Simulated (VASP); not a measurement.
PbSe: single point with HSE06

**The experiment to reproduce.**

A printed reference work, monograph reports, for a bulk crystal of PbSe at 4.2 K: band gap 0.15 eV (direct).

The system is PbSe.

```xyz
2
Lattice="0.0000 3.0697 3.0697 3.0697 0.0000 3.0697 3.0697 3.0697 0.0000" Properties=species:S:1:pos:R:3 pbc="T T T"
Pb    0.0000    0.0000    0.0000
Se    3.0697    3.0697    3.0697
```

* Program: VASP 6.6.1
* Task: single point
* Functional: HSE06
* Potentials or basis: VASP PAW PBE potentials, release 64 (Pb_d, Se)
* Cutoff: 520 eV
* k mesh: 6 × 6 × 6
* Occupations: gaussian, width 0.01 eV
* Spin: no spin polarisation
* Dipole correction: no
* Grid for exact exchange (PRECFOCK): Normal
* Further INCAR settings: ALGO = Normal; EDIFF = 1e-07; NBANDS = 17
* Share of exact exchange: 0.25
* Screening parameter: 0.2079 1/Å

- Pressure: 0.7 GPa
- Band gap on the k mesh: 0.73 eV

Levels at points of the mesh, in eV from the valence-band top:
| k point | band 6 | band 7 | band 8 | band 9 | band 10 | band 11 | band 12 | band 13 | band 14 | band 15 |
| --- | --- | --- | --- | --- | --- | --- | --- | --- | --- | --- |
| (0.00, 0.00, 0.00) | -14.96 | -6.66 | -2.15 | -2.15 | -2.15 | 5.46 | 5.46 | 5.46 | 7.17 | 7.17 |
| (0.50, 0.00, 0.00) | -13.80 | -9.56 | -1.74 | -1.74 | 0.00 | 0.73 | 2.18 | 2.18 | 9.32 | 11.04 |
| (0.50, 0.50, 0.00) | -13.40 | -7.89 | -5.52 | -3.62 | -3.62 | 4.20 | 6.43 | 6.43 | 6.89 | 12.19 |

Wall time 110 min on 1 thread of Oxide Virtual Turin-like Processor, on a shared host, peak memory 0.28 GiB.

Against the measured gap of PbSe, 0.15 eV (direct; 4.2 K; a printed reference work, monograph), the calculated 0.73 eV is off by +0.58 eV. 2 values of this kind are on record (0.15 to 0.28 eV); this one was drawn at random. Spin-orbit coupling on Pb, Se is left out. The value is that of HSE06 on a finite k mesh, which can miss the band edges, without temperature or zero-point motion.

Caveat: the PAW data sets were made with another functional, which shifts forces and pressure a little; spin-orbit coupling is left out, which moves the levels of the heavy elements.
